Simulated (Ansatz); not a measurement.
Take a crystal in which Ca has been replaced by Sr on all its sites, with the cell rescaled by a rough guess (in some cases also distorted within its space group) and nothing relaxed:

```xyz
2
Lattice="2.1470 -3.6982 0.0000 2.1470 3.6982 0.0000 0.0000 0.0000 7.0894" Properties=species:S:1:pos:R:3 pbc="T T T"
Sr    2.1470   -2.4821    1.7723
Sr    2.1470    2.4821    5.3170
```

Theory: DFT PBE, scalar-relativistic, plane waves, PAW (Ansatz).

Settings: cutoff 420 eV, Γ-centred mesh 12×12×6 on the computed 2-atom cell, Gaussian smearing of 0.10 eV; no spin polarisation.

**Question.** What pressure does the cell carry?

**Answer.** The pressure is -0.2 GPa (positive in compression), so the cell would hardly change its volume.

**Question.** Is it a metal on this mesh?

**Answer.** Yes, a band crosses the Fermi level.

This form isn't the element's structure at ambient conditions.